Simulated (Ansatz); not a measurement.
# Ti18B: the cost of one run

Program: Ansatz 0.2.0. Level of theory: DFT PBE, scalar-relativistic, plane waves, PAW. These are calculated values, not measurements.

2 further runs of the same task are left out: 2 set aside as unsound or not needed.

**1. Starting point**

Symmetry: P6/mmm, No. 191, hexagonal system. The conventional cell has a = 4.580 Å, b = 4.580 Å, c = 2.832 Å, α = 90.00°, β = 90.00°, γ = 120.00°. Ti (site symmetry 6/mmm) has 14 Ti at 2.83 to 3.00 Å as nearest neighbours. Around Ti (site symmetry -6m2) lie 11 Ti at 2.64 to 3.00 Å.

Coordinates:

```xyz
3
Lattice="4.5795 0.0000 0.0000 -2.2898 3.9660 0.0000 0.0000 0.0000 2.8322" Properties=species:S:1:pos:R:3 pbc="T T T"
Ti    0.0000    0.0000    0.0000
Ti    0.0000    2.6440    1.4161
Ti    2.2898    1.3220    1.4161
```

It goes back to an entry of the Materials Project, which need not be the stable form.

This cell was relaxed beforehand with the same method: volume 17.15 Å³/atom, gap on the mesh none (metal).

**2. The defect cell, relaxed**

The supercell's rows are 0 -1 2; 1 1 2; -1 0 2 in vectors of the relaxed cell. Atom 19 is the B that will move.

Contents of input.yaml:

```yaml
crystal:
  lattice:
    - [2.2897681504, -3.9659947741, 5.6643452958]
    - [2.2897681504, 3.9659947741, 5.6643452958]
    - [-4.5795363009, 0.0, 5.6643452958]
  atoms:
    - { symbol: Ti, position: [0.3333333333, 0.3333333333, 0.3333333333] }
    - { symbol: Ti, position: [0.5, 0.5, 0.5] }
    - { symbol: Ti, position: [0.6666666667, 0.6666666667, 0.6666666667] }
    - { symbol: Ti, position: [0.8333333333, 0.8333333333, 0.8333333333] }
    - { symbol: Ti, position: [1.0, 0.0, 0.0] }
    - { symbol: Ti, position: [0.1666666667, 0.1666666667, 0.1666666667] }
    - { symbol: Ti, position: [0.75, 0.4166666667, 0.0833333333] }
    - { symbol: Ti, position: [0.9166666667, 0.5833333333, 0.25] }
    - { symbol: Ti, position: [0.0833333333, 0.75, 0.4166666667] }
    - { symbol: Ti, position: [0.25, 0.9166666667, 0.5833333333] }
    - { symbol: Ti, position: [0.4166666667, 0.0833333333, 0.75] }
    - { symbol: Ti, position: [0.5833333333, 0.25, 0.9166666667] }
    - { symbol: Ti, position: [0.0833333333, 0.4166666667, 0.75] }
    - { symbol: Ti, position: [0.25, 0.5833333333, 0.9166666667] }
    - { symbol: Ti, position: [0.4166666667, 0.75, 0.0833333333] }
    - { symbol: Ti, position: [0.5833333333, 0.9166666667, 0.25] }
    - { symbol: Ti, position: [0.75, 0.0833333333, 0.4166666667] }
    - { symbol: Ti, position: [0.9166666667, 0.25, 0.5833333333] }
    - { symbol: B, position: [0.7307732928, 0.1345243275, 0.1575406149] }
basis:
  ecutwfc: 420
  xc_grid: 2
kpoints:
  mp_grid: { grid: [4, 4, 4], shift: [0.5, 0.5, 0.5] }
hamiltonian:
  xc: pbe
scf:
  occupations: { method: gaussian, width: 0.1 }
output:
  forces: true
  stress: false
  eigenvalues: true
  write_density: true
  write_potential: true
  elf: true
  volumetric_format: npy
relax:
  adjacent_minimum: "off"
  f_tol: 0.02
  max_steps: 60
```

Command:

```bash
ansatz run input.yaml --threads 4 --pin off --max-ram 10240MiB --backend cpu --events-out ev --progress --plain --runs-dir out
```

**Question.** How long does this run take on 4 threads of Intel Xeon 6975P-C (Granite Rapids), shared host, and how much memory does it need?

About 2.2 min, with a peak of 1.8 GiB.
